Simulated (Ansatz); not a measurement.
The system is PtSe2 (Sudovikovite).

```
Pt Se
1.0
     3.72400    0.00000    0.00000
    -1.86200    3.22508    0.00000
     0.00000    0.00000    5.06200
Pt Se
1 2
Cartesian
  0.0000 0.0000 0.0000
  1.8620 1.0750 3.7965
  0.0000 2.1501 1.2655
```

- Program: Ansatz 0.2.0
- Task: single point
- Functional: PBEsol
- Potentials or basis: all-electron LAPW, scalar-relativistic
- Cutoff: 317 eV (chosen from the basis error)
- Basis error allowed: 0.001 eV/atom
- k mesh: 8 × 8 × 5
- Occupations: fermi-dirac, width 0.05 eV
- Spin: no spin polarisation

On this cell: pressure 2.1 GPa; largest force 0.337 eV/Å; band gap on the k mesh none (metal or under the smearing width).

The same run follows on a disturbed copy (atoms moved at random, drawn with an rms of 0.05 Å):

```
Pt Se
1.0
     3.72400    0.00000    0.00000
    -1.86200    3.22508    0.00000
     0.00000    0.00000    5.06200
Pt Se
1 2
Cartesian
  0.0001 0.0730 0.0334
  1.8049 1.0686 3.7459
  0.0179 2.1128 1.2468
```

Q: What changes?

A: The energy (extrapolated to zero smearing) moves by +40.0 meV/atom; pressure 2.0 GPa; largest force 1.964 eV/Å; band gap on the k mesh none (metal or under the smearing width).

Forces on the atoms (eV/Å):
```
Pt  -0.299 -1.582 -1.126
Se   0.444  0.498  0.272
Se  -0.145  1.084  0.854
```

Stress tensor (GPa, compression positive):
```
 1.58  0.91 -1.80
 0.91  3.88  1.68
-1.80  1.68  0.68
```

The runs don't all hold the same shells in valence.
